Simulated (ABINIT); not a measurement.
Wanted: the native input for an ABINIT 10.8.3 (patched build) run.

- Task: single point
- Functional: LDA
- Potentials or basis: JTH PAW LDA v2.0
- Cutoff: 544 eV
- k mesh: 6 × 6 × 5
- Occupations: fermi-dirac, width 0.05 eV
- Spin: no spin polarisation
- Fine-grid cutoff: 1088.46 eV

Crystal: WC (Qusongite).

```
W C
1.0
     2.90650    0.00000    0.00000
    -1.45325    2.51710    0.00000
     0.00000    0.00000    2.83660
W C
1 1
Direct
  0.00000 0.00000 0.00000
  0.66667 0.33333 0.50000
```

The input as run:

run.abi

```
# Pseudopotentials
pp_dirpath "./"
pseudos "W.LDA_PW-JTH.xml, C.LDA_PW-JTH.xml"

# Structure
acell 3*1.0
rprim
     5.4924889812     0.0000000000     0.0000000000
    -2.7462444906     4.7566349877     0.0000000000
     0.0000000000     0.0000000000     5.3603971251
ntypat 2
znucl 74 6
natom 2
typat 1 2
xred
     0.0000000000     0.0000000000     0.0000000000
     0.6666666667     0.3333333333     0.5000000000

# Plane-wave basis
ecut 544.227725 eV
pawecutdg 40.0

# k points
kptopt 1
ngkpt 6 6 5
nshiftk 1
shiftk 0.0 0.0 0.0

# Exchange and correlation
ixc 7

# Bands and occupations
nband 13
occopt 3
tsmear 0.00183747

# SCF cycle
nstep 100
tolvrs 1.0e-9

# Output
iomode 3
prtwf 0
prtden 0
prteig 0
prtebands 0
enunit 1
prtvol 2
```

Potentials or basis: JTH PAW LDA v2.0.

Command:

```console
$ abinit run.abi > log 2>&1
```

Results of the run:

```
Pressure                                              : -9.9 GPa
Band gap on the k mesh                                : none (metal or under the smearing width)
Valence electrons inside the program's atomic spheres : W 11.90; C 2.46
```

Caveat: the k mesh is coarse (spacing up to 0.44 Å⁻¹), so the values aren't converged.

Wall time 5.5 s on 1 thread of Arm Neoverse V2, on a shared host, peak memory 0.1 GiB.
